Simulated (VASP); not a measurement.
# Settings for BN: energy and pressure at two fixed cells

BN, R3m (no. 160), 2 atoms in the cell. AM05; PAW potentials N, B (PBE set). VASP 6.6.1.

Wanted: energy difference within 1 meV/atom; pressure within 0.1 GPa; forces within 0.005 eV/Å; gap on the mesh within 0.01 eV.

Second cell: the displaced cell, volume scaled by 1.03.

The series start from ENCUT (eV): 520; k mesh: 8 x 8 x 8; PREC and ADDGRID: Accurate; LASPH: yes; EDIFF (eV): 1e-7; ALGO and mixing: Normal; LREAL: no; GGA_COMPAT: no. Each series keeps the choices made before it, and each single choice may use up half of a tolerance. Times cover all steps of a run.

## ENCUT (eV)

| ENCUT (eV) | Energy difference (meV/atom) | Pressure (GPa) | Forces, largest deviation (eV/Å) | Gap on the mesh (eV) | Time (s) |
|---|---|---|---|---|---|
| 300 | 10.2 | -40.95 | 0.0354 | 3.880 | 3.4 |
| 350 | 11.8 | -22.72 | 0.0088 | 3.974 | 3.9 |
| 400 | 11.0 | -11.85 | 0.0041 | 3.959 | 5.2 |
| 450 | 11.9 | -6.78 | 0.0029 | 4.005 | 5.7 |
| 520 | 11.7 | -5.56 | 0.0009 | 4.008 | 7.0 |
| 600 | 11.8 | -5.84 | 0.0015 | 4.008 | 7.5 |
| 700 | 11.8 | -5.82 | 0.0007 | 4.007 | 7.6 |
| 800 | 11.8 | -5.53 | 0.0003 | 4.007 | 7.6 |
| 900 | 11.8 | -5.36 | 0.0002 | 4.006 | 13 |
| 1000 | 11.8 | -5.35 | 0.0001 | 4.006 | 13 |
| 1200 (reference) | 11.8 | -5.38 | 0.0000 | 4.006 | 18 |

Chosen: 900, the loosest value from which every tighter one stays within half of the tolerance.

## k mesh

| k mesh | Energy difference (meV/atom) | Pressure (GPa) | Forces, largest deviation (eV/Å) | Gap on the mesh (eV) | Time (s) |
|---|---|---|---|---|---|
| 4 x 4 x 4 | 11.0 | -4.67 | 0.0074 | 3.981 | 6.5 |
| 6 x 6 x 6 | 11.7 | -5.33 | 0.0007 | 4.004 | 8.7 |
| 8 x 8 x 8 | 11.8 | -5.36 | 0.0001 | 4.006 | 13 |
| 12 x 12 x 12 | 11.8 | -5.37 | 0.0000 | 4.006 | 29 |
| 14 x 14 x 14 (reference) | 11.8 | -5.37 | 0.0000 | 4.006 | 43 |

Chosen: 6 x 6 x 6.

## PREC and ADDGRID

| PREC and ADDGRID | Energy difference (meV/atom) | Pressure (GPa) | Forces, largest deviation (eV/Å) | Gap on the mesh (eV) | Time (s) |
|---|---|---|---|---|---|
| Low | 11.7 | -5.33 | 0.0001 | 4.004 | 3.9 |
| Normal | 11.7 | -5.33 | 0.0000 | 4.004 | 4.8 |
| Accurate | 11.7 | -5.33 | 0.0000 | 4.004 | 8.7 |
| Accurate, ADDGRID (reference) | 11.7 | -5.33 | 0.0000 | 4.004 | 12 |

Chosen: Low.

## LASPH

| LASPH | Energy difference (meV/atom) | Pressure (GPa) | Forces, largest deviation (eV/Å) | Gap on the mesh (eV) | Time (s) |
|---|---|---|---|---|---|
| no | 11.7 | -5.32 | 0.0067 | 4.005 | 3.2 |
| yes (reference) | 11.7 | -5.33 | 0.0000 | 4.004 | 3.9 |

Chosen: yes; the one before it in the list is off by more than half of the tolerance.

## EDIFF (eV)

| EDIFF (eV) | Energy difference (meV/atom) | Pressure (GPa) | Forces, largest deviation (eV/Å) | Gap on the mesh (eV) | Time (s) |
|---|---|---|---|---|---|
| 0.0001 | 11.7 | -5.38 | 0.0003 | 4.003 | 3.3 |
| 1e-5 | 11.7 | -5.27 | 0.0001 | 4.005 | 3.6 |
| 1e-6 | 11.7 | -5.32 | 0.0000 | 4.004 | 3.7 |
| 1e-7 | 11.7 | -5.33 | 0.0000 | 4.004 | 3.9 |
| 1e-8 (reference) | 11.7 | -5.33 | 0.0000 | 4.004 | 4.0 |

Chosen: 1e-6.

## ALGO and mixing

| ALGO and mixing | Energy difference (meV/atom) | Pressure (GPa) | Forces, largest deviation (eV/Å) | Gap on the mesh (eV) | Time (s) |
|---|---|---|---|---|---|
| Normal | 11.7 | -5.32 | 0.0000 | 4.004 | 3.7 |
| Fast | 11.7 | -5.32 | 0.0000 | 4.005 | 4.2 |
| All | 11.7 | -5.33 | 0.0000 | 4.004 | 4.3 |
| Damped, TIME 0.4 | 11.7 | -5.34 | 0.0001 | 4.004 | 5.1 |

Chosen: Normal; no other choice that stays within half of the tolerance saves 30 % of the time.

## LREAL

| LREAL | Energy difference (meV/atom) | Pressure (GPa) | Forces, largest deviation (eV/Å) | Gap on the mesh (eV) | Time (s) |
|---|---|---|---|---|---|
| no | 11.7 | -5.32 | 0.0000 | 4.004 | 3.7 |
| Auto | 13.0 | -4.20 | 0.0193 | 4.005 | 4.2 |

Chosen: no.

## GGA_COMPAT

| GGA_COMPAT | Energy difference (meV/atom) | Pressure (GPa) | Forces, largest deviation (eV/Å) | Gap on the mesh (eV) | Time (s) |
|---|---|---|---|---|---|
| no | 11.7 | -5.32 | 0.0000 | 4.004 | 3.7 |
| yes | 11.7 | -5.33 | 0.0000 | 4.004 | 3.5 |

Chosen: no.

## All choices together

| Input | Energy difference (meV/atom) | Pressure (GPa) | Forces, largest deviation (eV/Å) | Gap on the mesh (eV) | Time (s) |
|---|---|---|---|---|---|
| program defaults, coarse mesh (naive) | 10.5 | -12.24 | 0.0133 | 3.947 | 1.8 |
| chosen settings | 11.7 | -5.32 | 0.0008 | 4.004 | 3.7 |
| reference settings throughout | 11.8 | -5.39 | 0.0000 | 4.006 | 63 |

The tolerance is met.

Values of the reference run: Forces: 0.767, 0.767, 0.767, -0.767, -0.767, -0.767 eV/Å.

## The input

INCAR:
```
SYSTEM = BN
ALGO     = Normal         ! electronic algorithm
EDIFF    = 1E-6           ! SCF threshold, eV
ENCUT    = 900            ! plane-wave cutoff, eV
GGA      = AM             ! functional
GGA_COMPAT= .False.      
ISIF     = 2              ! what is computed and relaxed
ISMEAR   = 0              ! smearing method
KPAR     = 2            
LASPH    = .True.         ! aspherical terms in the spheres
LCHARG   = .False.        ! write CHGCAR
LREAL    = .False.        ! projectors in reciprocal space
LWAVE    = .False.        ! write WAVECAR
NBANDS   = 11             ! bands
NELM     = 150            ! most SCF steps
PREC     = Low            ! precision mode
SIGMA    = 0.02           ! smearing width, eV
```

KPOINTS:
```
Automatic mesh
0
Gamma
  6 6 6
  0 0 0
```

POSCAR.step1:
```
BN
1.0
    0.0000000000      1.8309526724      1.8309526724
    1.8309526724      0.0000000000      1.8309526724
    1.8309526724      1.8309526724      0.0000000000
N B
1 1
Direct
    0.2500000000      0.2500000000      0.2500000000
    0.0079612500      0.0079612500      0.0079612500
```

POSCAR.step2:
```
BN
1.0
    0.0000000000      1.8130010000      1.8130010000
    1.8130010000      0.0000000000      1.8130010000
    1.8130010000      1.8130010000      0.0000000000
N B
1 1
Direct
    0.2500000000      0.2500000000      0.2500000000
    0.0079612500      0.0079612500      0.0079612500
```

Commands (each step's output is kept before the next begins):
```
cat potpaw_PBE.64/N/POTCAR potpaw_PBE.64/B/POTCAR > POTCAR
cp POSCAR.step1 POSCAR
mpirun -np 2 vasp_std > vasp.out
rm WAVECAR CHG
cp POSCAR.step2 POSCAR
mpirun -np 2 vasp_std > vasp.out
```

Limits: One atom is displaced by 0.05 Å on purpose; pressure, forces and gap belong to that cell (POSCAR.step2), and the energy difference is that of POSCAR.step1 less this one.

The chosen input took VASP 6.6.1 3.7 s on 2 cores (Intel Xeon 6975P-C (Granite Rapids)), a shared host.

## An input that fails: cutoff far too low

It runs to its end, but against the unchanged starting input it is off by 20.6 meV/atom in the energy difference, 240.82 GPa in the pressure, 0.4444 eV/Å in the forces, 0.111 eV in the gap on the mesh.

Changes against the starting input:
```
(all steps)
- ENCUT = 520
+ ENCUT = 150
```
